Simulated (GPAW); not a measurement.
Crystal: Pb.

```
Pb
1.0
     0.00000    2.47502    2.47502
     2.47502    0.00000    2.47502
     2.47502    2.47502    0.00000
Pb
1
Cartesian
  0.0000 0.0000 0.0000
```

* Program: GPAW 26.7.0
* Task: relaxation of cell and atoms
* Functional: PBE
* Potentials or basis: GPAW PAW data sets (gpaw-data 1.2.1)
* Cutoff: 600 eV
* Basis: pw
* k mesh: 9 × 9 × 9
* Occupations: fermi-dirac, width 0.05 eV
* Spin: no spin polarisation

At the start: pressure 2.0 GPa; volume 30.32 Å³/atom.

**Question.** How do energy, volume and symmetry change on relaxing?

**Answer.** Over 9 steps the energy falls by 8.0 meV/atom and the volume is 31.76 Å³/atom (+4.7 %); space group Fm-3m (No. 225, to 0.05 Å).

The path:
```
step  energy change (eV)  largest force (eV/Å)  pressure (GPa)  volume (Å³)
   1              0.0000                0.0000            2.01        30.32
   2             -0.0037                0.0000            1.44        30.67
   3             -0.0074                0.0000            0.54        31.28
   4             -0.0076                0.0000           -0.39        32.00
   5             -0.0077                0.0000           -0.37        31.99
   6             -0.0078                0.0000           -0.33        31.95
   7             -0.0078                0.0000           -0.26        31.90
   8             -0.0079                0.0000           -0.18        31.83
   9             -0.0080                0.0000           -0.09        31.76
```

Final structure:
```cif
data_structure
_symmetry_space_group_name_H-M 'P 1'
_symmetry_Int_Tables_number 1
_cell_length_a 3.5547
_cell_length_b 3.5547
_cell_length_c 3.5547
_cell_angle_alpha 60.000
_cell_angle_beta 60.000
_cell_angle_gamma 60.000
_cell_volume 31.76
loop_
_atom_site_label
_atom_site_type_symbol
_atom_site_fract_x
_atom_site_fract_y
_atom_site_fract_z
_atom_site_occupancy
Pb1 Pb 0.00000 0.00000 0.00000 1
```

The cell as given is a measured one (30.32 Å³/atom); PBE puts the equilibrium volume +4.7 % from it, thermal expansion not counted.

Caveat: later steps reuse the first step's grids.
